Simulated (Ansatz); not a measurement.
# HfN: the cost of one run

Program: Ansatz 0.2.0. Level of theory: DFT r2SCAN, scalar-relativistic, plane waves, PAW. These are calculated values, not measurements.

4 further runs of the same task are left out: 4 set aside as unsound or not needed.

## Step 1: The starting structure

Symmetry: P-6m2, No. 187, hexagonal system. Conventional cell: a = 2.936 Å, b = 2.936 Å, c = 2.885 Å, α = 90.00°, β = 90.00°, γ = 120.00°. Ta (site symmetry -6m2) is surrounded by 6 N at 2.23 Å. Around N (site symmetry -6m2) lie 6 Ta at 2.23 Å.

As a file:

```xyz
2
Lattice="2.9362 0.0000 0.0000 -1.4681 2.5428 0.0000 0.0000 0.0000 2.8846" Properties=species:S:1:pos:R:3 pbc="T T T"
Ta    0.0000    1.6952    1.4423
N     0.0000    0.0000    0.0000
```

It is the result of an earlier relaxation at this level (volume 10.77 Å³/atom; gap on the mesh: none (metal)).

## Step 2: Swap Ta → Hf

HfN starts from the relaxed positions of TaN, with all lengths scaled by 1.014, a guess from tabulated radii.

## Step 3: Probe: one point at the start (HfN)

Contents of input.yaml:

```yaml
crystal:
  lattice:
    - [2.9764449626, 0.0, 0.0]
    - [-1.4882224813, 2.5776769506, 0.0]
    - [0.0, 0.0, 2.9242020019]
  atoms:
    - { symbol: Hf, position: [0.3333333333, 0.6666666667, 0.5] }
    - { symbol: "N", position: [0.0, 0.0, 0.0] }
basis:
  ecutwfc: 500
kpoints:
  mp_grid: { grid: [6, 6, 6] }
hamiltonian:
  xc: r2scan
scf:
  occupations: { method: gaussian, width: 0.1 }
output:
  forces: true
  stress: true
  eigenvalues: true
```

Run with:

```sh
ansatz run input.yaml --threads 1 --pin off --max-ram 2560MiB --backend cpu --events-out ev --progress --plain --runs-dir out
```

Q: Estimate wall time and peak memory on 1 thread of Intel Xeon Platinum 8488C (Sapphire Rapids), shared host.

About 4.4 s, with a peak of 0.42 GiB.
